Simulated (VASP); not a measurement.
# C (P6_3mc) in VASP: further runs

Runs on C. Level: PBE+D3(BJ). Tasks: relaxation of cell and atoms.

Everything below comes from runs of VASP 6.6.1. Logs are shortened: lines on timing, memory, paths and dates and some standing lists are left out, and cuts for length are marked.

### Step 1. The crystal as given

The structure is hexagonal, space group P6_3mc (No. 186). The conventional cell has a = 2.470 Å, b = 2.470 Å, c = 6.790 Å, α = 90.00°, β = 90.00°, γ = 120.00°. C (site symmetry 3m) has 3 C at 1.43 Å as nearest neighbours. C (site symmetry 3m) has 3 C at 1.43 Å as nearest neighbours.

This is a stacking variant of graphite.

### Step 2. Relaxation of cell and atoms, PBE+D3(BJ)

The input, INCAR:

```
  PREC = Accurate
  ENCUT = 600
  EDIFF = 1E-6
  ISMEAR = 0
  SIGMA = 0.03
  LREAL = F
  LASPH = T
  NELM = 80
  ALGO = Normal
  ISIF = 3
  LWAVE = F
  LCHARG = F
  GGA = PE
  IVDW = 12
  IBRION = 2
  NSW = 90
  EDIFFG = -0.01
```

The input, KPOINTS:

```
Automatic mesh
0
Gamma
  12 12 4
```

The input, POSCAR:

```
C
1.0
    2.4700000000      0.0000000000      0.0000000000
   -1.2350000000      2.1390827500      0.0000000000
    0.0000000000      0.0000000000      6.7900000000
C
4
Direct
    0.0000000000      0.0000000000      0.0000000000
    0.0000000000      0.0000000000      0.5000000000
    0.3333333300      0.6666666700      0.0050000000
    0.6666666700      0.3333333300      0.5050000000
```

Potentials or basis: VASP PAW PBE potentials, release 64 (C).

On the command line:

```sh
> cat potpaw_PBE.64/C/POTCAR > POTCAR
> mpirun -np 1 vasp_std > vasp.out
```

OUTCAR:

```text
PREC = Accurate
   ENCUT = 600
   EDIFF = 1E-6
   ISMEAR = 0
   LREAL = F
   LASPH = T
   NELM = 80
   ISIF = 3
   GGA = PE
   IVDW = 12
   IBRION = 2
   NSW = 90
   EDIFFG = -0.01
 IVDW          = 12

 ion  position               nearest neighbor table
   1  0.000  0.000  0.000-   3 1.43   3 1.43   3 1.43
   2  0.000  0.000  0.500-   4 1.43   4 1.43   4 1.43
   3  0.333  0.667  0.005-   1 1.43   1 1.43   1 1.43
   4  0.667  0.333  0.505-   2 1.43   2 1.43   2 1.43

  LATTYP: Found a hexagonal cell.
 ALAT       =     2.4700000000
 C/A-ratio  =     2.7489878543

  Lattice vectors:

 A1 = (   2.4700000000,   0.0000000000,   0.0000000000)
 A2 = (  -1.2350000000,   2.1390827500,   0.0000000000)
 A3 = (   0.0000000000,   0.0000000000,   6.7900000000)

Analysis of symmetry for initial positions (statically):
=====================================================================
 Subroutine PRICEL returns:
 Original cell was already a primitive cell.

 Routine SETGRP: Setting up the symmetry group for a
 hexagonal supercell.

 Subroutine GETGRP returns: Found 12 space group operations
 (whereof  6 operations were pure point group operations)
 out of a pool of 24 trial point group operations.

The static configuration has the point symmetry C_3v.
 The point group associated with its full space group is C_6v.

Analysis of symmetry for dynamics (positions and initial velocities):
=====================================================================
 Subroutine PRICEL returns:
 Original cell was already a primitive cell.

 Routine SETGRP: Setting up the symmetry group for a
 hexagonal supercell.

 Subroutine GETGRP returns: Found 12 space group operations
 (whereof  6 operations were pure point group operations)
 out of a pool of 24 trial point group operations.

The dynamic configuration has the point symmetry C_3v.
 The point group associated with its full space group is C_6v.

 Subroutine INISYM returns: Found 12 space group operations
 (whereof  6 operations are pure point group operations),
 and found     1 'primitive' translations

----------------------------------------------------------------------------------------

                                     Primitive cell

  volume of cell :      35.8752

  direct lattice vectors                    reciprocal lattice vectors
     2.470000000  0.000000000  0.000000000     0.404858300  0.233745048  0.000000000
    -1.235000000  2.139082750  0.000000000     0.000000000  0.467490096  0.000000000
     0.000000000  0.000000000  6.790000000     0.000000000  0.000000000  0.147275405

  length of vectors
     2.470000000  2.470000002  6.790000000     0.467490096  0.467490096  0.147275405

  position of ions in fractional coordinates (direct lattice)
     0.000000000  0.000000000  0.000000000
     0.000000000  0.000000000  0.500000000
     0.333333330  0.666666670  0.005000000
     0.666666670  0.333333330  0.505000000

  ion indices of the primitive-cell ions
   primitive index   ion index
                 1           1
                 2           2
                 3           3
                 4           4

----------------------------------------------------------------------------------------

 KPOINTS: Automatic mesh

Automatic generation of k-mesh.
 Grid dimensions read from file:
 generate k-points for:   12   12    4

 Generating k-lattice:

  Cartesian coordinates                     Fractional coordinates (reciprocal lattice)
     0.033738192  0.019478754  0.000000000     0.083333333 -0.000000000  0.000000000
     0.000000000  0.038957508  0.000000000     0.000000000  0.083333333  0.000000000
     0.000000000  0.000000000  0.036818851     0.000000000  0.000000000  0.250000000

  Length of vectors
     0.038957508  0.038957508  0.036818851

  Shift w.r.t. Gamma in fractional coordinates (k-lattice)
     0.000000000  0.000000000  0.000000000

 Subroutine IBZKPT returns following result:
 ===========================================

 Found     57 irreducible k-points:

 Following reciprocal coordinates:
            Coordinates               Weight
  0.000000  0.000000  0.000000      1.000000
  0.083333 -0.000000  0.000000      6.000000
  0.166667 -0.000000  0.000000      6.000000
  0.250000 -0.000000  0.000000      6.000000
  0.333333  0.000000  0.000000      6.000000
  0.416667 -0.000000  0.000000      6.000000
[... 16 lines left out ...]
  0.250000 -0.000000  0.250000     12.000000
  0.333333  0.000000  0.250000     12.000000
 [... further k-points ...]
   k-points           NKPTS =     57   k-points in BZ     NKDIM =     57   number of bands    NBANDS=     12
   number of dos      NEDOS =    301   number of ions     NIONS =      4
   total plane-waves  NPLWV =  21600
   dimension x,y,z NGX =    20 NGY =   20 NGZ =   54
   dimension x,y,z NGXF=    40 NGYF=   40 NGZF=  108
   ions per type =               4
   NGX,Y,Z   is equivalent  to a cutoff of  13.46, 13.46, 13.22 a.u.
   NGXF,Y,Z  is equivalent  to a cutoff of  26.92, 26.92, 26.44 a.u.
 SYSTEM =  unknown system
   PREC   = accura    normal or accurate (medium, high low for compatibility)
   ISTART =      0    job   : 0-new  1-cont  2-samecut
   ICHARG =      2    charge: 1-file 2-atom 10-const
   ISPIN  =      1    spin polarized calculation?
   LNONCOLLINEAR =      F non collinear calculations
   LSORBIT =      F    spin-orbit coupling
   LASPH  =      T    aspherical Exc in radial PAW
   ENCUT  =  600.0 eV  44.10 Ry    6.64 a.u.   4.93  4.93 13.56*2*pi/ulx,y,z
   NELM   =     80;   NELMIN=  2; NELMDL= -5     # of ELM steps
   EDIFF  = 0.1E-05   stopping-criterion for ELM
   LREAL  =      F    real-space projection
   EDIFFG = -.1E-01   stopping-criterion for IOM
   NSW    =     90    number of steps for IOM
   IBRION =      2    ionic relax: 0-MD 1-quasi-New 2-CG
   NFREE  =      1    steps in history (QN), initial steepest desc. (CG)
   ISIF   =      3    stress and relaxation
   ISYM   =      2    0-nonsym 1-usesym 2-fastsym
   POTIM  = 0.5000    time-step for ionic-motion
   TEBEG  =    0.0;   TEEND  =   0.0 temperature during run
   PSTRESS=    0.0 pullay stress
   NELECT =      16.0000    total number of electrons
   NUPDOWN=      -1.0000    fix difference up-down
   EMIN   =  10.00;   EMAX   =-10.00  energy-range for DOS
   EFERMI =   0.00;   METHOD = LEGACY
   ISMEAR =     0;   SIGMA  =   0.03  broadening in eV -4-tet -1-fermi 0-gaus
   EFERMI_NEDOS =   21; number of points for ismear=-14 and -15
   IALGO  =     38    algorithm
   IMIX   =      4    mixing-type and parameters
     AMIX     =   0.40;   BMIX     =  1.00
     AMIX_MAG =   1.60;   BMIX_MAG =  1.00
  volume/ion in A,a.u.               =       8.97        60.52
  Fermi-wavevector in a.u.,A,eV,Ry     =   1.250787  2.363645 21.285884  1.564468
  Thomas-Fermi vector in A             =   2.384765
   LORBIT       =      0    0 simple, 1 ext, 2 COOP (PROOUT), +10 PAW based schemes
   GGA     = PE    functional components
   LHFCALC =     F    Hartree Fock is set to
   AEXX    =    0.0000 exact exchange contribution
   IVDW    =    12    specifies the selected vdW correction
   LEPSILON=     F    determine dielectric tensor
   LRPA    =     F    only Hartree local field effects (RPA)
 conjugate gradient relaxation of ions
 non-spin polarized calculation
 Gauss-broadening in eV      SIGMA  =   0.03
  energy-cutoff  :      600.00
  volume of cell :       35.88
 maximum number of plane-waves:      1222
 NGX is ok and might be reduce to    20
   NGX =  9   NGY =  9   NGZ = 27

--------------------------------------- Ionic step        1  -------------------------------------------

 number of electron      16.0000001 magnetization

 Free energy of the ion-electron system (eV)
  ---------------------------------------------------
  ext. energy  EPLUGINS =         0.00000000
  ---------------------------------------------------
  free energy    TOTEN  =       -36.83614154 eV

  energy without entropy =      -36.83560409  energy(sigma->0) =      -36.83587282

------------------------ aborting loop because EDIFF is reached ----------------------------------------

 Edisp (eV)   -0.61615

 E8    (eV) :    -0.1743

  FORCE on cell =-STRESS in cart. coord.  units (eV):
  Direction    XX          YY          ZZ          XY          YZ          ZX
  --------------------------------------------------------------------------------------
  -------------------------------------------------------------------------------------
  Total      -0.53073    -0.53073    -0.17253     0.00000     0.00000     0.00000
  in kB     -23.70246   -23.70246    -7.70517     0.00000     0.00000     0.00000
  external pressure =      -18.37 kB  Pullay stress =        0.00 kB
[... 275 lines left out ...]
  energy  without entropy=      -37.4727620981  energy(sigma->0) =      -37.47302752

--------------------------------------- Ionic step        8  -------------------------------------------

 number of electron      16.0000000 magnetization

 Free energy of the ion-electron system (eV)
  ---------------------------------------------------
  ext. energy  EPLUGINS =         0.00000000
  ---------------------------------------------------
  free energy    TOTEN  =       -36.84668972 eV

  energy without entropy =      -36.84616799  energy(sigma->0) =      -36.84642885

 E-fermi :   4.6883     XC(G=0): -10.3386

 val. band max:        4.6866053148   @ k =   0.3333   0.3333   0.5000
 cond. band min:       4.6887360040   @ k =   0.3333   0.3333   0.2500
 fundamental gap:      0.0021306892
 Fermi energy:         4.6882927290

 k-point     1 :       0.0000    0.0000    0.0000
  band No.  band energies     occupation
      1     -14.9563      2.00000
      2     -14.6508      2.00000
      3      -3.8258      2.00000
      4      -1.8353      2.00000
      5       1.6761      2.00000
      6       1.6761      2.00000
      7       1.6950      2.00000
      8       1.6950      2.00000
      9       9.0044      0.00000
     10      13.0126      0.00000
     11      13.0127      0.00000
     12      13.0657      0.00000
[... 331 lines left out ...]
 k-point    24 :       0.3333    0.0000    0.2500
  band No.  band energies     occupation
      1     -12.3105      2.00000
      2     -12.1282      2.00000
      3      -4.9602      2.00000
      4      -4.8638      2.00000
      5      -1.0784      2.00000
      6      -1.0405      2.00000
      7      -0.5001      2.00000
      8       0.6995      2.00000
      9       9.2966      0.00000
     10       9.9470      0.00000
     11      12.2744      0.00000
     12      12.4510      0.00000

 [... further k-points ...]

------------------------ aborting loop because EDIFF is reached ----------------------------------------

 Edisp (eV)   -0.62710

 E8    (eV) :    -0.1778

  FORCE on cell =-STRESS in cart. coord.  units (eV):
  Direction    XX          YY          ZZ          XY          YZ          ZX
  --------------------------------------------------------------------------------------
  -------------------------------------------------------------------------------------
  Total      -0.00555    -0.00555    -0.03682     0.00000     0.00000     0.00000
  in kB      -0.25246    -0.25246    -1.67426     0.00000     0.00000     0.00000
  external pressure =       -0.73 kB  Pullay stress =        0.00 kB
[... 19 lines left out ...]
  FREE ENERGIE OF THE ION-ELECTRON SYSTEM (eV)
  ---------------------------------------------------
  free  energy   TOTEN  =       -37.4737874437 eV

  energy  without entropy=      -37.4732657164  energy(sigma->0) =      -37.47352658

 reached required accuracy - stopping structural energy minimisation
```

It took 51 s on 1 thread of AMD EPYC 9R45 (Zen 5), shared host; peak memory 0.14 GiB.

Results:

- Free energy: -37.4738 eV
- Relaxed volume: 8.81 Å³/atom
- Relaxed cell: a = 2.465 Å, b = 2.465 Å, c = 6.694 Å, α = 90.00°, β = 90.00°, γ = 120.00°
- Space group after relaxing (to 0.05 Å): P6_3/mmc (No. 194)
- Energy gained by relaxing: 5.4 meV/atom
- Ionic steps: 8
- Pressure after relaxing: -0.1 GPa
- Band gap on the k mesh: none (metal or under the smearing width)
- Dispersion energy per atom: -0.157 eV

Forces in eV/Å, atoms in the order of the input:
```
C    0.000  0.000  0.002
C    0.000  0.000  0.002
C    0.000  0.000 -0.002
C    0.000  0.000 -0.002
```

The path:
| step | energy change (eV) | largest force (eV/Å) | pressure (GPa) | volume (Å³) |
| --- | --- | --- | --- | --- |
| 1 | 0.0000 | 0.5667 | -1.84 | 35.88 |
| 2 | -0.0073 | 0.3439 | 3.81 | 35.34 |
| 3 | -0.0193 | 0.0564 | 1.32 | 35.58 |
| 4 | -0.0169 | 0.1108 | -2.93 | 35.87 |
| 5 | -0.0204 | 0.0035 | -0.23 | 35.68 |
| 6 | -0.0206 | 0.0029 | -0.19 | 35.64 |
| 7 | -0.0210 | 0.0012 | -0.18 | 35.50 |
| 8 | -0.0215 | 0.0022 | -0.07 | 35.24 |

Final structure:
```xyz
4
Lattice="2.4654 0.0000 0.0000 -1.2327 2.1351 0.0000 0.0000 0.0000 6.6941" Properties=species:S:1:pos:R:3 pbc="T T T"
C    -1.2327    2.1351    0.0167
C     0.0000    0.0000    3.3637
C     0.0000    1.4234    0.0168
C     1.2327    0.7117    3.3639
```

Levels at points of the mesh, in eV from the Fermi level:
| k point | band 6 | band 7 | band 8 | band 9 | band 10 | band 11 |
| --- | --- | --- | --- | --- | --- | --- |
| (0.00, 0.00, 0.00) | -3.01 | -2.99 | -2.99 | 4.32 | 8.32 | 8.32 |
| (0.50, 0.00, 0.00) | -6.35 | -2.76 | -2.07 | 1.52 | 2.20 | 7.21 |
| (0.00, 0.00, 0.50) | -3.00 | -3.00 | -3.00 | 6.97 | 6.97 | 8.35 |
| (0.50, 0.00, 0.50) | -6.38 | -2.35 | -2.35 | 1.66 | 1.66 | 7.40 |

### Step 3. Relaxation of cell and atoms, PBE+D3(BJ)

This run uses another cell than the first one, of 8.81 Å³/atom, 0.982 times its volume.

Changes to INCAR since step 2:

```diff
@@ -2,3 +2,3 @@
   ENCUT = 600
-  EDIFF = 1E-6
+  EDIFF = 1E-7
   ISMEAR = 0
@@ -16,2 +16,2 @@
   NSW = 90
-  EDIFFG = -0.01
+  EDIFFG = -0.005
```

KPOINTS is that of step 2.

The input, POSCAR:

```
C                                       
1.0
    2.4653858947      0.0000000000      0.0000000000
   -1.2326929474      2.1350868176     -0.0000000000
   -0.0000000000     -0.0000000000      6.6941248081
  C             
     4
Direct
     0.0000000000000000    1.0000000000000000    0.0024899061143639
     0.0000000000000000    0.0000000000000000    0.5024899061143639
     0.3333333300000021    0.6666666699999979    0.0025100938856386
     0.6666666699999979    0.3333333300000021    0.5025100938856386
```

Potentials or basis: VASP PAW PBE potentials, release 64 (C).

On the command line:

```sh
> cat potpaw_PBE.64/C/POTCAR > POTCAR
> mpirun -np 1 vasp_std > vasp.out
```

Wall time 58 s (1 thread of AMD EPYC 9R45 (Zen 5), shared host); peak memory 0.15 GiB.

The run converged. Its results:

* Free energy: -37.4722 eV
* Relaxed volume: 8.77 Å³/atom
* Relaxed cell: a = 2.465 Å, b = 2.465 Å, c = 6.664 Å, α = 90.00°, β = 90.00°, γ = 120.00°
* Space group after relaxing (to 0.05 Å): P6_3/mmc (No. 194)
* Energy gained by relaxing: 0.0 meV/atom
* Ionic steps: 10
* Pressure after relaxing: 0.0 GPa
* Band gap on the k mesh: none (metal or under the smearing width)
* Dispersion energy per atom: -0.158 eV

Final structure:
```
C
1.0
     2.46532    0.00000    0.00000
    -1.23266    2.13503    0.00000
     0.00000    0.00000    6.66427
C
4
Cartesian
  1.2327 2.1350 0.0167
  -1.2327 2.1350 3.3489
  0.0000 1.4234 0.0166
  1.2327 0.7117 3.3487
```

Levels at points of the mesh, in eV from the Fermi level:
| k point | band 6 | band 7 | band 8 | band 9 | band 10 | band 11 |
| --- | --- | --- | --- | --- | --- | --- |
| (0.00, 0.00, 0.00) | -3.01 | -2.99 | -2.99 | 4.35 | 8.33 | 8.33 |
| (0.50, 0.00, 0.00) | -6.35 | -2.78 | -2.06 | 1.52 | 2.21 | 7.20 |
| (0.00, 0.00, 0.50) | -3.00 | -3.00 | -3.00 | 7.05 | 7.05 | 8.35 |
| (0.50, 0.00, 0.50) | -6.38 | -2.35 | -2.35 | 1.66 | 1.66 | 7.40 |
